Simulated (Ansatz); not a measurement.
Ta: do energies and stresses tell the same story?

Computed with DFT r2SCAN, scalar-relativistic, plane waves, PAW in Ansatz.

Settings: cutoff 500 eV, Γ-centred mesh 18×18×18 on the computed 1-atom cell, Gaussian smearing of 0.10 eV; no spin polarisation.

Relaxed cell: Fm-3m, a = 4.208 Å, b = 4.208 Å, c = 4.208 Å, α = 90.00°, β = 90.00°, γ = 90.00°, 1 atom in the primitive cell. This fcc form isn't the element's structure at ambient conditions.

Energies at zero smearing and pressures from the stress tensor, at volumes with shape and atoms relaxed:
```csv
V (Å³/atom),E − E(first) (meV/atom),P (GPa)
17.509,0.00,13.70
18.067,-34.93,6.39
18.626,-45.88,0.00
19.185,-35.85,-5.58
19.744,-7.60,-10.42
```

**Question.** Check P = −dE/dV between neighbouring volumes, and get the bulk modulus from the pressures alone.

**Answer.** With 1 eV/Å³ = 160.2 GPa:
```csv
middle V (Å³/atom),−ΔE/ΔV (GPa),mean P (GPa)
17.788,10.015,10.047
18.347,3.141,3.197
18.906,-2.876,-2.789
19.464,-8.101,-8.000
```

The two differ by 0.10 GPa at most. The mean of two end pressures misses the average over a step by about ΔV² P″/12, up to 0.08 GPa here; with that taken off 0.05 GPa remains. The stress is the derivative of the free energy, not of the energy at zero smearing, and with free energies 0.00 GPa remains. Around V = 18.626 Å³/atom, the two neighbours give B = −V ΔP/ΔV = 18.626 × 11.97 / 1.118 = 199.5 GPa, against B0 = 199.8 GPa from the Birch–Murnaghan fit of the energies.

Spin–orbit coupling is left out, which can shift energies with elements as heavy as these.